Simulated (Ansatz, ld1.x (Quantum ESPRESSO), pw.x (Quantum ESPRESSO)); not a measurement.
## pw.x on sc Mg: one setting changed

Potential: ultrasoft, ld1.x (Quantum ESPRESSO) 7.5, PBE; core [Ne], reference 3s2 3p0; waves: 3s (bound): rcut 1.90, rcutus 2.35 bohr; 3s channel at 3.05 Ry: rcut 1.90, rcutus 2.35 bohr; 3p (bound, empty): rcut 1.85, rcutus 2.35 bohr; 3p channel at 0.45 Ry: rcut 1.85, rcutus 2.35 bohr; 3d channel at -0.1 Ry: rcut 1.95, rcutus 2.45 bohr; 3d channel at 0.6 Ry: rcut 1.95, rcutus 2.45 bohr; local part: all-electron potential smoothed inside 2.35 bohr (lloc = -1); core correction: Bessel-smoothed model core inside 1.25 bohr; augmentation: PSQ, radius 1.95 bohr.

The reference run (k-mesh 11³, cutoffs 40/320 Ry, Fermi–Dirac 0.01 Ry, mixing_beta 0.4, conv_thr 1e-9, no spin) gives -0.17 GPa at 27.792 Å³/atom, where all-electron LAPW gives -0.17 GPa. This run, with its own iteration cap, changes nosym to true.

```
&control
  calculation='scf', prefix='x', pseudo_dir='./', outdir='./tmp', tstress=.true., disk_io='none'
/
&system
  ibrav=0, nat=1, ntyp=1, ecutwfc=40, ecutrho=320, nbnd=8,
  occupations='smearing', smearing='fd', degauss=0.01, nosym=.true.
/
&electrons
  conv_thr=1e-09, mixing_beta=0.4, electron_maxstep=60
/
ATOMIC_SPECIES
Mg 1.0 Mg.UPF
CELL_PARAMETERS angstrom
  3.02905110 0.00000000 0.00000000
  0.00000000 3.02905110 0.00000000
  0.00000000 0.00000000 3.02905110
ATOMIC_POSITIONS crystal
Mg 0.0000 0.0000 0.0000
K_POINTS automatic
11 11 11 0 0 0
```

```bash
pw.x < Mg.scf.in > Mg.scf.out
```

Question: How does the run end?

Answer: It converges in 6 iterations; the free energy moves by +0.0 meV/atom and the pressure by +0.00 GPa. The result is that of the reference run.

```
lattice parameter (alat)  =       5.7241  a.u.
     unit-cell volume          =     187.5497 (a.u.)^3
     number of electrons       =         2.00
     number of Kohn-Sham states=            8
     kinetic-energy cutoff     =      40.0000  Ry
     charge density cutoff     =     320.0000  Ry
     scf convergence threshold =      1.0E-09
     Exchange-correlation= PBE
     number of k points=   666  Fermi-Dirac smearing, width (Ry)=  0.0100
     iteration #  1     ecut=    40.00 Ry     beta= 0.40
     total energy              =      -9.74552456 Ry
     estimated scf accuracy    <       0.00328394 Ry
     iteration #  2     ecut=    40.00 Ry     beta= 0.40
     total energy              =      -9.74525163 Ry
     estimated scf accuracy    <       0.00107432 Ry
     iteration #  3     ecut=    40.00 Ry     beta= 0.40
     total energy              =      -9.74528400 Ry
     estimated scf accuracy    <       0.00000155 Ry
     iteration #  4     ecut=    40.00 Ry     beta= 0.40
     c_bands:  1 eigenvalues not converged
     c_bands:  1 eigenvalues not converged
     c_bands:  1 eigenvalues not converged
     c_bands:  1 eigenvalues not converged
     total energy              =      -9.74528408 Ry
     estimated scf accuracy    <       0.00000123 Ry
     iteration #  5     ecut=    40.00 Ry     beta= 0.40
     total energy              =      -9.74528412 Ry
     estimated scf accuracy    <       0.00000001 Ry
     iteration #  6     ecut=    40.00 Ry     beta= 0.40
     the Fermi energy is     2.4365 ev
!    total energy              =      -9.74528412 Ry
     estimated scf accuracy    <          3.3E-10 Ry
     smearing contrib. (-TS)   =      -0.00191034 Ry
     The total energy is F=E-TS. E is the sum of the following terms:
     one-electron contribution =       1.15142544 Ry
     hartree contribution      =       0.00478989 Ry
     xc contribution           =      -8.91687819 Ry
     ewald contribution        =      -1.98271091 Ry
     convergence has been achieved in   6 iterations
          total   stress  (Ry/bohr**3)                   (kbar)     P=       -1.75
     Message from routine punch:
     Nothing written, as per user request (disk_io='none')
```

The run took about 42 s on one core of a shared host (Neoverse-V1, 32 threads, 247 GiB, load 24).
